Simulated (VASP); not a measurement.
# Sn, energy along a vibration (SMASS = -2): which settings are enough?

Sn, atoms displaced along the mode, 2 atoms in the cell. PBE, energy along a line of displacements; PAW potentials Sn_d (PBE set). VASP 6.6.1.

Wanted: harmonic frequency within 1 %.

Mode: optical mode at Gamma along x.

POSCAR of the starting run:
```
Sn
1.0
    0.0000000000      3.2333428000      3.2333428000
    3.2333428000      0.0000000000      3.2333428000
    3.2333428000      3.2333428000      0.0000000000
Sn
2
Direct
    0.2561855489      0.2438144511      0.2438144511
   -0.0061855489      0.0061855489      0.0061855489

    0.0100000000   0.0000000000   0.0000000000
   -0.0100000000   0.0000000000   0.0000000000
```

The series start from k mesh: 5 × 5 × 5; Cutoff (eV): 320; Step along the mode (Å): 0.02; Electronic threshold (eV): 1e-7; Smearing width (eV): 0.15; Precision and projection: Accurate, reciprocal space. Each series keeps the choices made before it, and each single choice may use up half of a tolerance.

## k mesh

| k mesh | Harmonic frequency (THz) | Time (s) |
|---|---|---|
| 2 × 2 × 2 | -4.638 | 23 |
| 3 × 3 × 3 | 2.129 | 28 |
| 4 × 4 × 4 | 5.093 | 44 |
| 5 × 5 × 5 | 5.389 | 74 |
| 7 × 7 × 7 | 5.886 | 183 |
| 8 × 8 × 8 | 5.858 | 298 |
| 10 × 10 × 10 (reference) | 5.749 | 551 |

Chosen: 10 × 10 × 10; the next looser run is off by more than half of the tolerance, so convergence isn't shown beyond this value.

## Cutoff (eV)

| Cutoff (eV) | Harmonic frequency (THz) | Time (s) |
|---|---|---|
| 170 | 4.921 | 268 |
| 210 | 5.778 | 349 |
| 240 | 5.741 | 379 |
| 280 | 5.752 | 637 |
| 320 | 5.749 | 551 |
| 360 (reference) | 5.75 | 471 |

Chosen: 210, the loosest value from which every tighter one stays within half of the tolerance.

## Electronic threshold (eV)

| Electronic threshold (eV) | Harmonic frequency (THz) | Time (s) |
|---|---|---|
| 0.001 | 5.79 | 309 |
| 0.0001 | 5.791 | 300 |
| 1e-5 | 5.791 | 346 |
| 1e-6 | 5.791 | 364 |
| 1e-7 | 5.791 | 457 |
| 1e-8 (reference) | 5.791 | 544 |

Chosen: 0.001.

Also changed on the way, by series that aren't shown: Step along the mode (Å): 0.04.

## All choices together

| Input | Harmonic frequency (THz) | Time (s) |
|---|---|---|
| defaults on a coarse mesh (naive) | 3.322 | 6.0 |
| chosen settings | 5.79 | 309 |
| reference settings throughout | 5.758 | 468 |

The chosen settings stay within the tolerance of the reference run, but the reference itself isn't shown to be converged in: k mesh, Smearing width (eV).

## The input

INCAR:
```
SYSTEM = Sn
GGA      = PE             ! functional
PREC     = Accurate       ! precision mode
ENCUT    = 210            ! plane-wave cutoff, eV
EDIFF    = 0.001          ! SCF threshold, eV
ALGO     = Normal         ! electronic algorithm
LREAL    = .FALSE.        ! projectors in reciprocal space
LASPH    = .TRUE.         ! aspherical terms in the spheres
ISMEAR   = 1              ! smearing method
SIGMA    = 0.15           ! smearing width, eV
ISYM     = 0            
LWAVE    = .FALSE.        ! write WAVECAR
LCHARG   = .FALSE.        ! write CHGCAR
IBRION   = 0              ! ionic algorithm
SMASS    = -2           
POTIM    = 1              ! step
NSW      = 9              ! ionic steps
NELMIN   = 4            
KPAR     = 2             
```

KPOINTS:
```
Automatic mesh
0
Gamma
  10 10 10
  0 0 0
```

POSCAR:
```
Sn
1.0
    0.0000000000      3.2333428000      3.2333428000
    3.2333428000      0.0000000000      3.2333428000
    3.2333428000      3.2333428000      0.0000000000
Sn
2
Direct
    0.2623710978      0.2376289022      0.2376289022
   -0.0123710978      0.0123710978      0.0123710978

    0.0200000000   0.0000000000   0.0000000000
   -0.0200000000   0.0000000000   0.0000000000
```

Commands:
```
cat potpaw_PBE.64/Sn_d/POTCAR > POTCAR
mpirun -np 2 vasp_std > vasp.out
```

Limits: NELMIN = 4 forces that many electronic steps, so a loose EDIFF looks better here than it is.

The chosen input took VASP 6.6.1 309 s on 2 cores (AMD EPYC 7R43 (Zen 3)), a shared host.
